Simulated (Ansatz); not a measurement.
**Structures of ZnS: which is lowest?**

Plane-wave DFT in Ansatz with scalar-relativistic PAW potentials, cutoff 420 eV, Γ-centred meshes chosen by cell and gap, Gaussian smearing with energies taken to zero width. Every cell was relaxed (cell and atoms) in a run of its own, within the symmetry of its start. Functional: PBEsol.

Relaxed structures (starts from databases or built by putting these elements on another compound's sites):
A. F-43m, 2 atoms in the computed cell, a = 5.356 Å; sites (symmetry × multiplicity) Zn -43m × 4, S -43m × 4; start: database
B. R3m, 6 atoms in the computed cell, a = 3.784 Å, c = 27.899 Å; sites (symmetry × multiplicity) Zn 3m × 3 + 3m × 3 + 3m × 3, S 3m × 3 + 3m × 3 + 3m × 3; start: database

Problem. Rank them by energy. Could pressure change the order?

Solution.
| structure | group | E − E(lowest) (meV/atom) | V (Å³/atom) | gap on mesh (eV) |
| --- | --- | --- | --- | --- |
| A | F-43m | 0.0 | 19.21 | 2.09 |
| B | R3m | 1.6 | 19.22 | 2.13 |

A and B are level within the 2 meV/atom that separate runs leave open. The two lowest differ in volume by under 3 %, too little for a first-order estimate of what pressure does to that pair (other pairs aren't weighed here). Other structures may lie lower than all of these, and vibrations aren't counted.